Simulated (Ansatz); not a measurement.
# Ga2O3: properties at the relaxed cell

The task here is to estimate one member of a computed series from the others.

Program: Ansatz 0.2.0. Level of theory: DFT PBE, scalar-relativistic, plane waves, PAW. These are calculated values, not measurements.

2 further runs of the same task are left out: 2 set aside as unsound or not needed. Runs told in other sessions of the task aren't counted.

## The system as given

It takes space group C2/m (No. 12, monoclinic). Conventional cell: a = 12.455 Å, b = 3.084 Å, c = 5.878 Å, α = 90.00°, β = 103.70°, γ = 90.00°. Around Ga (site symmetry m) lie 4 O at 1.86 to 1.90 Å. Ga (site symmetry m) is surrounded by 6 O at 1.97 to 2.11 Å. O (site symmetry m) has 3 Ga at 1.86 to 1.97 Å in its first shell of neighbours. O (site symmetry m) has 4 Ga at 1.90 to 2.11 Å in its first shell of neighbours.

Structure file:

```
CELL_PARAMETERS angstrom
6.22743 -1.54176 0.01149
6.22743 1.54176 0.01149
-1.40272 0.00000 5.70769
ATOMIC_POSITIONS crystal
Ga 0.08991 0.08991 0.79472
Ga 0.91009 0.91009 0.20528
Ga 0.65850 0.65850 0.31420
Ga 0.34150 0.34150 0.68580
O 0.16349 0.16349 0.10921
O 0.83651 0.83651 0.89079
O 0.17370 0.17370 0.56436
O 0.82630 0.82630 0.43564
O 0.49602 0.49602 0.25668
O 0.50398 0.50398 0.74332
```

This cell was relaxed beforehand with the same method: volume 10.97 Å³/atom, gap on the mesh 2.01 eV.

The first run:

Contents of input.yaml:

```yaml
crystal:
  lattice:
    - [6.1645229297, -1.5261821624, 0.0113757371]
    - [6.1645229297, 1.5261821624, 0.0113757371]
    - [-1.3885530235, 0.0, 5.6500369071]
  atoms:
    - { symbol: Ga, position: [0.0899134334, 0.0899134334, 0.7947233178] }
    - { symbol: Ga, position: [0.9100865666, 0.9100865666, 0.2052766822] }
    - { symbol: Ga, position: [0.6585007301, 0.6585007301, 0.3141978919] }
    - { symbol: Ga, position: [0.3414992699, 0.3414992699, 0.6858021081] }
    - { symbol: O, position: [0.1634883762, 0.1634883762, 0.1092060597] }
    - { symbol: O, position: [0.8365116238, 0.8365116238, 0.8907939403] }
    - { symbol: O, position: [0.1737013134, 0.1737013134, 0.5643594345] }
    - { symbol: O, position: [0.8262986866, 0.8262986866, 0.4356405655] }
    - { symbol: O, position: [0.4960195701, 0.4960195701, 0.2566813643] }
    - { symbol: O, position: [0.5039804299, 0.5039804299, 0.7433186357] }
basis:
  ecutwfc: 420
kpoints:
  mp_grid: { grid: [10, 10, 6] }
hamiltonian:
  xc: pbe
scf:
  occupations: { method: gaussian, width: 0.02 }
output:
  forces: true
  stress: true
  eigenvalues: true
relax:
  adjacent_minimum: "off"
  f_tol: 0.01
  max_steps: 30
  cell: { stress_tol: 0.1, fix: [volume] }
```

Run with:

```sh
$ ansatz run input.yaml --threads 2 --pin off --max-ram 5120MiB --backend cpu --events-out ev --progress --plain --runs-dir out
```

Among the steps run: Point at V/V0 = 0.97; The cell scaled to 1.03 of its volume; Volume × 0.94; The cell scaled to 1.06 of its volume.

One table of the session follows, with a row left open; its other results are not shown here.

It belongs to the step «Fit of the equation of state». 

| volume (Å³/atom) | energy above the lowest point (meV/atom) | pressure (GPa) | gap on the mesh (eV) |
| --- | --- | --- | --- |
| 10.307 | 21.1 | 10.80 | 2.49 |
| 10.636 | 5.0 | 5.03 | 2.24 |
| 10.965 | 0.0 | 0.00 | 2.01 |
| 11.294 | ? | ? | ? |
| 11.623 | 17.3 | -8.03 | 1.58 |

Estimate the missing values for volume (Å³/atom) = 11.294.

Worked estimate for «energy above the lowest point (meV/atom)». A straight line through the neighbours (10.965, 0.0) and (11.623, 17.3) gives 0.0 + (17.3 − 0.0) × (11.294 − 10.965) / (11.623 − 10.965) = 8.7; a parabola fitted to 3 rows on both sides gives 4.1.

**Answer.** energy above the lowest point (meV/atom): 4.6; pressure (GPa): -4.33; gap on the mesh (eV): 1.79. In «energy above the lowest point (meV/atom)» the line misses by +4.1 and the parabola by -0.5.
